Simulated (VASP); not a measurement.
# Pb (C2/m) in VASP: reference runs

Aim: a first look at Pb with PBE, on the cell as given and on a disturbed one.

All numbers are computed with VASP 6.6.1; they aren't measurements. Logs are shortened: lines on timing, memory, paths and dates and some standing lists are left out, and cuts for length are marked.

## (1) The crystal as given

Symmetry: C2/m, No. 12, monoclinic system. The conventional cell has a = 6.077 Å, b = 3.501 Å, c = 6.452 Å, α = 90.00°, β = 109.14°, γ = 90.00°. Pb (site symmetry m) is surrounded by 10 Pb at 3.34 to 3.51 Å.

This isn't the form of Pb at room conditions, which is fcc.

## (2) Single point, PBE

The input, INCAR:

```
  ALGO = Normal
  EDIFF = 1E-7
  ENCUT = 520
  GGA = PE
  ISIF = 2
  ISMEAR = -1
  LASPH = T
  LCHARG = F
  LREAL = F
  LWAVE = F
  NBANDS = 21
  NELM = 80
  PREC = Accurate
  SIGMA = 0.05
```

The input, KPOINTS:

```
k-points
0
Gamma
  9 9 5
```

The input, POSCAR:

```
Pb
1.0
    3.0386068135     -1.7503199600      0.0000000000
    3.0386068135      1.7503199600      0.0000000000
   -2.1154626375      0.0000000000      6.0952248674
Pb
2
Direct
    0.9085084100      0.9085084100      0.7262922000
    0.0914915900      0.0914915900      0.2737078000
```

Potentials or basis: VASP PAW PBE potentials, release 64 (Pb_d).

On the command line:

```bash
cat potpaw_PBE.64/Pb_d/POTCAR > POTCAR
mpirun -np 1 vasp_std > vasp.out
```

OUTCAR:

```text
EDIFF = 1E-7
   ENCUT = 520
   GGA = PE
   ISIF = 2
   ISMEAR = -1
   LASPH = T
   LREAL = F
   NELM = 80
   PREC = Accurate

 ion  position               nearest neighbor table
   1  0.909  0.909  0.726-   2 3.34   2 3.41   2 3.41   2 3.45
   2  0.091  0.091  0.274-   1 3.34   1 3.41   1 3.41   1 3.45

  LATTYP: Found a base centered monoclinic cell.
 ALAT       =     6.0772136270
 B/A-ratio  =     0.5760271293
 C/A-ratio  =     1.0616534713
 COS(beta)  =    -0.3278823751

  Lattice vectors:

 A1 = (   3.0386068135,  -1.7503199600,   0.0000000000)
 A2 = (   3.0386068135,   1.7503199600,   0.0000000000)
 A3 = (  -2.1154626375,   0.0000000000,   6.0952248674)

Analysis of symmetry for initial positions (statically):
=====================================================================
 Subroutine PRICEL returns:
 Original cell was already a primitive cell.

 Routine SETGRP: Setting up the symmetry group for a
 base centered monoclinic supercell.

 Subroutine GETGRP returns: Found  4 space group operations
 (whereof  4 operations were pure point group operations)
 out of a pool of  4 trial point group operations.

The static configuration has the point symmetry C_2h.

Analysis of symmetry for dynamics (positions and initial velocities):
=====================================================================
 Subroutine PRICEL returns:
 Original cell was already a primitive cell.

 Routine SETGRP: Setting up the symmetry group for a
 base centered monoclinic supercell.

 Subroutine GETGRP returns: Found  4 space group operations
 (whereof  4 operations were pure point group operations)
 out of a pool of  4 trial point group operations.

The dynamic configuration has the point symmetry C_2h.

 Subroutine INISYM returns: Found  4 space group operations
 (whereof  4 operations are pure point group operations),
 and found     1 'primitive' translations

----------------------------------------------------------------------------------------

                                     Primitive cell

  volume of cell :      64.8353

  direct lattice vectors                    reciprocal lattice vectors
     3.038606813 -1.750319960  0.000000000     0.164549095 -0.285662057  0.057109864
     3.038606813  1.750319960  0.000000000     0.164549095  0.285662057  0.057109864
    -2.115462637  0.000000000  6.095224867     0.000000000  0.000000000  0.164062856

  length of vectors
     3.506672401  3.506672401  6.451894943     0.334575480  0.334575480  0.164062856

  position of ions in fractional coordinates (direct lattice)
     0.908508410  0.908508410  0.726292200
     0.091491590  0.091491590  0.273707800

  ion indices of the primitive-cell ions
   primitive index   ion index
                 1           1
                 2           2

----------------------------------------------------------------------------------------

 KPOINTS: k-points

Automatic generation of k-mesh.
 Grid dimensions read from file:
 generate k-points for:    9    9    5

 Generating k-lattice:

  Cartesian coordinates                     Fractional coordinates (reciprocal lattice)
     0.018283233 -0.031740229  0.006345540     0.111111111  0.000000000 -0.000000000
     0.018283233  0.031740229  0.006345540     0.000000000  0.111111111 -0.000000000
     0.000000000  0.000000000  0.032812571     0.000000000  0.000000000  0.200000000

  Length of vectors
     0.037175053  0.037175053  0.032812571

  Shift w.r.t. Gamma in fractional coordinates (k-lattice)
     0.000000000  0.000000000  0.000000000

 Subroutine IBZKPT returns following result:
 ===========================================

 Found    115 irreducible k-points:

 Following reciprocal coordinates:
            Coordinates               Weight
  0.000000  0.000000  0.000000      1.000000
  0.111111  0.000000 -0.000000      4.000000
  0.222222 -0.000000 -0.000000      4.000000
  0.333333  0.000000 -0.000000      4.000000
  0.444444 -0.000000 -0.000000      4.000000
  0.111111  0.111111 -0.000000      2.000000
[... 42 lines left out ...]
 -0.111111  0.222222  0.200000      4.000000
  0.333333  0.333333  0.200000      2.000000
 [... further k-points ...]
   k-points           NKPTS =    115   k-points in BZ     NKDIM =    115   number of bands    NBANDS=     21
   number of dos      NEDOS =    301   number of ions     NIONS =      2
   total plane-waves  NPLWV =  37632
   dimension x,y,z NGX =    28 NGY =   28 NGZ =   48
   dimension x,y,z NGXF=    56 NGYF=   56 NGZF=   96
   ions per type =               2
   NGX,Y,Z   is equivalent  to a cutoff of  13.27, 13.27, 12.37 a.u.
   NGXF,Y,Z  is equivalent  to a cutoff of  26.55, 26.55, 24.74 a.u.
 SYSTEM =  unknown system
   PREC   = accura    normal or accurate (medium, high low for compatibility)
   ISTART =      0    job   : 0-new  1-cont  2-samecut
   ICHARG =      2    charge: 1-file 2-atom 10-const
   ISPIN  =      1    spin polarized calculation?
   LNONCOLLINEAR =      F non collinear calculations
   LSORBIT =      F    spin-orbit coupling
   LASPH  =      T    aspherical Exc in radial PAW
   ENCUT  =  520.0 eV  38.22 Ry    6.18 a.u.   6.52  6.52 12.00*2*pi/ulx,y,z
   NELM   =     80;   NELMIN=  2; NELMDL= -5     # of ELM steps
   EDIFF  = 0.1E-06   stopping-criterion for ELM
   LREAL  =      F    real-space projection
   EDIFFG = 0.1E-05   stopping-criterion for IOM
   NSW    =      0    number of steps for IOM
   IBRION =     -1    ionic relax: 0-MD 1-quasi-New 2-CG
   NFREE  =      0    steps in history (QN), initial steepest desc. (CG)
   ISIF   =      2    stress and relaxation
   ISYM   =      2    0-nonsym 1-usesym 2-fastsym
   POTIM  = 0.5000    time-step for ionic-motion
   TEBEG  =    0.0;   TEEND  =   0.0 temperature during run
   PSTRESS=    0.0 pullay stress
   NELECT =      28.0000    total number of electrons
   NUPDOWN=      -1.0000    fix difference up-down
   EMIN   =  10.00;   EMAX   =-10.00  energy-range for DOS
   EFERMI =   0.00;   METHOD = LEGACY
   ISMEAR =    -1;   SIGMA  =   0.05  broadening in eV -4-tet -1-fermi 0-gaus
   EFERMI_NEDOS =   21; number of points for ismear=-14 and -15
   IALGO  =     38    algorithm
   IMIX   =      4    mixing-type and parameters
     AMIX     =   0.40;   BMIX     =  1.00
     AMIX_MAG =   1.60;   BMIX_MAG =  1.00
  volume/ion in A,a.u.               =      32.42       218.77
  Fermi-wavevector in a.u.,A,eV,Ry     =   1.237438  2.338420 20.833975  1.531254
  Thomas-Fermi vector in A             =   2.372006
   LORBIT       =      0    0 simple, 1 ext, 2 COOP (PROOUT), +10 PAW based schemes
   GGA     = PE    functional components
   LHFCALC =     F    Hartree Fock is set to
   AEXX    =    0.0000 exact exchange contribution
   IVDW    =     0    specifies the selected vdW correction
   LEPSILON=     F    determine dielectric tensor
   LRPA    =     F    only Hartree local field effects (RPA)
 non-spin polarized calculation
  energy-cutoff  :      520.00
  volume of cell :       64.84
 maximum number of plane-waves:      1772
 NGX is ok and might be reduce to    28
   NGX = 13   NGY = 13   NGZ = 23

 number of electron      27.9999996 magnetization

 Free energy of the ion-electron system (eV)
  ---------------------------------------------------
  ext. energy  EPLUGINS =         0.00000000
  ---------------------------------------------------
  free energy    TOTEN  =        -7.01244295 eV

  energy without entropy =       -7.00439633  energy(sigma->0) =       -7.00841964

 E-fermi :   6.4891     XC(G=0):  -9.8211

 val. band max:        6.4826429920   @ k =   0.3333   0.2222  -0.0000
 cond. band min:       6.5371590804   @ k =  -0.3333  -0.4444   0.4000
 fundamental gap:      0.0545160883
 Fermi energy:         6.4890985894

 k-point     1 :       0.0000    0.0000    0.0000
  band No.  band energies     occupation
      1     -10.6172      2.00000
      2     -10.4995      2.00000
      3     -10.4992      2.00000
      4     -10.4967      2.00000
      5     -10.4956      2.00000
      6     -10.4797      2.00000
[... 13 lines left out ...]
     20      15.7827      0.00000
     21      16.5242      0.00000

 k-point     2 :       0.1111    0.0000   -0.0000
  band No.  band energies     occupation
      1     -10.6064      2.00000
      2     -10.5143      2.00000
      3     -10.5032      2.00000
      4     -10.4750      2.00000
      5     -10.4710      2.00000
      6     -10.4486      2.00000
[... 13 lines left out ...]
     20      15.8422      0.00000
     21      16.7201      0.00000

 k-point     3 :       0.2222   -0.0000   -0.0000
  band No.  band energies     occupation
      1     -10.5880      2.00000
      2     -10.5416      2.00000
      3     -10.5214      2.00000
      4     -10.4575      2.00000
      5     -10.4295      2.00000
      6     -10.4058      2.00000
[... 13 lines left out ...]
     20      14.7769      0.00000
     21      15.9690      0.00000

 k-point     4 :       0.3333    0.0000   -0.0000
  band No.  band energies     occupation
      1     -10.5998      2.00000
      2     -10.5620      2.00000
      3     -10.5384      2.00000
      4     -10.5074      2.00000
      5     -10.4264      2.00000
      6     -10.3448      2.00000
[... 13 lines left out ...]
     20      14.1309      0.00000
     21      14.8274      0.00000

 k-point     5 :       0.4444   -0.0000   -0.0000
  band No.  band energies     occupation
      1     -10.6208      2.00000
      2     -10.5805      2.00000
      3     -10.5618      2.00000
      4     -10.5175      2.00000
      5     -10.4337      2.00000
      6     -10.3353      2.00000
[... 13 lines left out ...]
     20      13.8595      0.00000
     21      14.7515      0.00000
[... 766 lines left out ...]
     20      15.2336      0.00000
     21      16.1031      0.00000

 k-point    38 :       0.4444    0.1111    0.2000
  band No.  band energies     occupation
      1     -10.6241      2.00000
      2     -10.5545      2.00000
      3     -10.5093      2.00000
      4     -10.4844      2.00000
      5     -10.4594      2.00000
      6     -10.3852      2.00000
[... 13 lines left out ...]
     20      14.7426      0.00000
     21      15.4437      0.00000

 k-point    39 :      -0.4444    0.1111    0.2000
  band No.  band energies     occupation
      1     -10.6344      2.00000
      2     -10.5599      2.00000
      3     -10.5140      2.00000
      4     -10.4771      2.00000
      5     -10.4756      2.00000
      6     -10.3676      2.00000
[... 13 lines left out ...]
     20      14.6093      0.00000
     21      15.1421      0.00000

 k-point    40 :      -0.3333    0.1111    0.2000
  band No.  band energies     occupation
      1     -10.6265      2.00000
      2     -10.5427      2.00000
      3     -10.5068      2.00000
      4     -10.4787      2.00000
      5     -10.4626      2.00000
      6     -10.3709      2.00000
[... 13 lines left out ...]
     20      14.8725      0.00000
     21      15.4823      0.00000

 [... further k-points ...]

------------------------ aborting loop because EDIFF is reached ----------------------------------------

  FORCE on cell =-STRESS in cart. coord.  units (eV):
  Direction    XX          YY          ZZ          XY          YZ          ZX
  --------------------------------------------------------------------------------------
  -------------------------------------------------------------------------------------
  Total        0.3060363      0.3177010      0.2834236      0.0000000      0.0000000      0.0018080
  in kB        7.5626123      7.8508657      7.0038191      0.0000000      0.0000000      0.0446790
  external PRESSURE =       7.4724324 kB  Pullay stress =       0.0000000 kB

 VOLUME and BASIS-vectors are now :
 -----------------------------------------------------------------------------
  energy-cutoff  :      520.00
  volume of cell :       64.84
      direct lattice vectors                 reciprocal lattice vectors
     3.038606813 -1.750319960  0.000000000     0.164549095 -0.285662057  0.057109864
     3.038606813  1.750319960  0.000000000     0.164549095  0.285662057  0.057109864
    -2.115462637  0.000000000  6.095224867     0.000000000  0.000000000  0.164062856

 POSITION                                       TOTAL-FORCE (eV/Angst)
 -----------------------------------------------------------------------------------
      3.98476      0.00000      4.42691         0.028665      0.000000     -0.074078
     -0.02300      0.00000      1.66831        -0.028665      0.000000      0.074078
 -----------------------------------------------------------------------------------
    total drift:                                0.000000      0.000000     -0.000000

  FREE ENERGIE OF THE ION-ELECTRON SYSTEM (eV)
  ---------------------------------------------------
  free  energy   TOTEN  =        -7.0124429534 eV

  energy  without entropy=       -7.0043963257  energy(sigma->0) =       -7.00841964
```

It took 1.7 min on 1 thread of Intel Xeon Platinum 8488C (Sapphire Rapids), shared host; peak memory 0.26 GiB.

What came out:

```yaml
Free_energy: -7.0124 eV
Pressure: 0.7 GPa
Largest_force: 0.079 eV/Å
Band_gap_on_the_k_mesh: none (metal or under the smearing width)
```

Forces on the atoms (eV/Å):
```
Pb   0.029  0.000 -0.074
Pb  -0.029  0.000  0.074
```

## (3) Single point, PBE (atoms moved at random, drawn with an rms of 0.05 Å)

The input, INCAR:

```
  PREC = Accurate
  ENCUT = 520
  EDIFF = 1E-7
  ISMEAR = -1
  SIGMA = 0.05
  LREAL = F
  LASPH = T
  NELM = 100
  ALGO = Normal
  ISIF = 2
  LWAVE = F
  LCHARG = F
  GGA = PE
  NBANDS = 21
```

The input, KPOINTS:

```
Automatic mesh
0
Gamma
  9 9 5
```

The input, POSCAR:

```
Pb
1.0
    3.0386068135     -1.7503199600      0.0000000000
    3.0386068135      1.7503199600      0.0000000000
   -2.1154626375      0.0000000000      6.0952248674
Pb
2
Direct
    0.8992000000      0.9126090000      0.7288880000
    0.0934150000      0.0824840000      0.2714710000
```

Potentials or basis: VASP PAW PBE potentials, release 64 (Pb_d).

On the command line:

```bash
cat potpaw_PBE.64/Pb_d/POTCAR > POTCAR
mpirun -np 1 vasp_std > vasp.out
```

Wall time 2.9 min (1 thread of Intel Xeon Platinum 8488C (Sapphire Rapids), shared host); peak memory 0.35 GiB.

The run converged. Its results:

* Free energy: -7.0089 eV
* Pressure: 0.6 GPa
* Largest force: 0.146 eV/Å
* Band gap on the k mesh: none (metal or under the smearing width)

Forces in eV/Å, atoms in the order of the input:
```
Pb   0.029 -0.010 -0.143
Pb  -0.029  0.010  0.143
```

Stress tensor (GPa, compression positive):
```
 0.61 -0.06 -0.01
-0.06  0.60 -0.12
-0.01 -0.12  0.68
```

Levels at points of the mesh, in eV from the Fermi level:
```
           k point  band 11  band 12  band 13  band 14  band 15  band 16  band 17  band 18
(0.00, 0.00, 0.00)   -11.43    -8.39    -3.99     6.21     6.47     6.49     6.56     6.63
```
